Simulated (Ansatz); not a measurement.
Computed with DFT PBE, scalar-relativistic, plane waves, PAW (Ansatz 0.2.0). All cells share a 420 eV cutoff and Γ-centred k meshes spaced at most about 0.3 Å⁻¹ (about 0.25 or finer for metals, 2π included). No spin polarisation.

All energies are static (0 K, no zero-point motion).

Compare these two cells of In3Sb2As, each relaxed at this level.

A.

Space group P6/mmm (No. 191). a = 5.512 Å, b = 5.512 Å, c = 6.107 Å, α = 90.00°, β = 90.00°, γ = 120.00°
| atom | site | symmetry | x | y | z |
| --- | --- | --- | --- | --- | --- |
| In | 2d | -6m2 | 0.3333 | 0.6667 | 0.5000 |
| In | 1a | 6/mmm | 0.0000 | 0.0000 | 0.0000 |
| Sb | 2c | -6m2 | 0.3333 | 0.6667 | 0.0000 |
| As | 1b | 6/mmm | 0.0000 | 0.0000 | 0.5000 |

B.

Space group P1 (No. 1). a = 4.559 Å, b = 6.498 Å, c = 7.305 Å, α = 66.84°, β = 86.10°, γ = 69.62°
```csv
atom,site,symmetry,x,y,z
In,1a,1,0.3325,0.8435,0.8527
In,1a,1,0.9460,0.2393,0.0369
In,1a,1,0.0820,0.7638,0.4008
Sb,1a,1,0.6988,0.5620,0.2585
Sb,1a,1,0.7258,0.1187,0.6099
As,1a,1,0.3689,0.4282,0.7951
```

Question: Which is lower in energy, and by how much?

Answer: B is lower, by 10 meV/atom. A has space group P6/mmm (No. 191), 26.8 Å³/atom and no gap on its mesh; B has space group P1 (No. 1), 31.0 Å³/atom and no gap. Counting In or Sb atoms around As (for each partner element, those within 1.25 times its shortest distance or 1.15 times the sum of covalent radii, where it is the nearest in units of that sum or under 1.3), A has As 8 and B has As 5. B holds Sb–Sb pairs (shortest 2.98 Å); in A the shortest Sb–Sb distance is 3.18 Å, near bonding range too. The lower one is the more open, so pressure narrows the difference. Even the lower one lies +0.03 eV/atom against the reference forms of the elements (uncorrected), so neither is stable at this level. Both come from invented guesses. The lowest form computed isn't among them: it has space group P1 (No. 1), 34.8 Å³/atom and lies 55 meV/atom below the best shown.

The k mesh leaves some 4 meV/atom of noise in the energy of each metallic cell. These runs have no spin–orbit coupling, which can matter for Sb. Cells relaxed within their symmetry can be saddle points. Some types were kept out of the candidates beforehand, so the set may lack a known form.
